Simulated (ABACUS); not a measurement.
## CuO (Tenorite) in ABACUS: the effect of pseudo set

CuO (Tenorite):

```
Cu O
1.0
     2.90398    0.00000    0.00000
     0.88211    2.76677    0.00000
    -0.69480   -0.50774    5.05944
Cu O
2 2
Direct
  0.49680 0.00320 0.50000
  0.00320 0.49680 0.00000
  0.40560 0.57140 0.75370
  0.57140 0.40560 0.25370
```

Alike in all runs:

```yaml
Program: ABACUS 3.10.1
Task: single point
Functional: PBE
Basis: plane waves
k_mesh: 7 × 7 × 4
Occupations: fermi-dirac, width 0.05 eV
Spin: no spin polarisation
```

**Question.** One run gave: pressure 6.9 GPa. Which pseudo set did it use?
A. SPMS ONCV 1.0 PBE
B. Ansatz NC PBE
C. PseudoDojo NC SR 0.4.1 PBE standard
D. GBRV ultrasoft 1.5 PBE
E. SG15 ONCV 1.2 PBE

**Answer.** D.

| pseudo set | cutoff | pressure (GPa) |
| --- | --- | --- |
| Ansatz NC PBE | 1252 eV | 5.7 |
| GBRV ultrasoft 1.5 PBE | 544 eV | 6.9 |
| PseudoDojo NC SR 0.4.1 PBE standard | 1252 eV | 5.5 |
| PseudoDojo NC SR 0.5 PBE stringent | 1429 eV | 5.5 |
| SG15 ONCV 1.2 PBE | 1252 eV | 5.8 |
| SPMS ONCV 1.0 PBE | 1252 eV | 6.1 |

Caveats: the run has no spin polarisation, though such a crystal can be magnetic; there are fewer bands than atomic start orbitals, so a level may be missed at k points of high symmetry (some runs).
